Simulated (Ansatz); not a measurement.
Wanted: the native input for an Ansatz 0.2.0 run.

```
Task                : single point
Functional          : PBE
Potentials or basis : Ansatz PAW
Cutoff              : 420 eV (not typed: the program's choice for these potentials)
k mesh              : 8 × 8 × 5
Occupations         : fermi-dirac, width 0.05 eV
Spin                : no spin polarisation
```

MnAs:

```
As Mn
1.0
     3.71000    0.00000    0.00000
    -1.85500    3.21295    0.00000
     0.00000    0.00000    5.69100
As Mn
2 2
Direct
  0.66667 0.33333 0.75000
  0.33333 0.66667 0.25000
  0.00000 0.00000 0.50000
  0.00000 0.00000 0.00000
```

The input as run:

input.yaml

```yaml
crystal:
  lattice:
    - [3.71, 0.0, 0.0]
    - [-1.855, 3.212954248, 0.0]
    - [0.0, 0.0, 5.691]
  atoms:
    - { symbol: As, position: [0.6666666667, 0.3333333333, 0.75] }
    - { symbol: As, position: [0.3333333333, 0.6666666667, 0.25] }
    - { symbol: Mn, position: [0.0, 0.0, 0.5] }
    - { symbol: Mn, position: [0.0, 0.0, 0.0] }
hamiltonian:
  xc: pbe
  pseudopotentials: { kind: paw }
kpoints:
  mp_grid: { grid: [8, 8, 5] }
scf:
  occupations: { method: fermi_dirac, width: 0.05 }
output:
  forces: true
  stress: true
  eigenvalues: true
```

Potentials or basis: Ansatz PAW.

The run is started by

```console
$ ansatz run input.yaml --threads 2 --pin off --max-ram 5632MiB --backend cpu --events-out ev --progress --plain --runs-dir out
```

Results of the run:

| Property | Result |
| --- | --- |
| Pressure | -19.3 GPa |
| Band gap on the k mesh | none (metal or under the smearing width) |

Run time: 2.3 s on 2 threads of Intel(R) Xeon(R) Platinum 8488C (Sapphire Rapids) (shared host), peak memory 0.42 GiB.
